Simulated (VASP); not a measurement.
Crystal: Ti.

```
CELL_PARAMETERS angstrom
0.00000 2.05457 2.05457
2.05457 0.00000 2.05457
2.05457 2.05457 0.00000
ATOMIC_POSITIONS crystal
Ti 0.00000 0.00000 0.00000
```

This isn't the form of Ti at room conditions, which is hcp.

```yaml
Program: VASP 6.6.1
Task: relaxation of cell and atoms
Functional: PBEsol
Potentials_or_basis: VASP PAW PBE potentials, release 64 (Ti)
Cutoff: 580 eV
k_mesh: 18 × 18 × 18
Occupations: gaussian, width 0.1 eV
Spin: no spin polarisation
```

At the start: pressure -5.5 GPa; volume 17.35 Å³/atom.

Question: Where does the relaxation end?

Answer: Over 3 steps the energy falls by 15.2 meV/atom and the volume is 16.50 Å³/atom (-4.9 %); space group Fm-3m (No. 225, to 0.05 Å).

Step by step:
| step | energy change (eV) | largest force (eV/Å) | pressure (GPa) | volume (Å³) |
| --- | --- | --- | --- | --- |
| 1 | 0.0000 | 0.0000 | -5.53 | 17.35 |
| 2 | -0.0061 | 0.0000 | 4.89 | 15.89 |
| 3 | -0.0152 | 0.0000 | -0.01 | 16.50 |

Final structure:
```
CELL_PARAMETERS angstrom
0.00000 2.02072 2.02072
2.02072 0.00000 2.02072
2.02072 2.02072 0.00000
ATOMIC_POSITIONS crystal
Ti 0.00000 0.00000 0.00000
```

Caveat: the PAW data sets were made with another functional, which shifts forces and pressure a little.
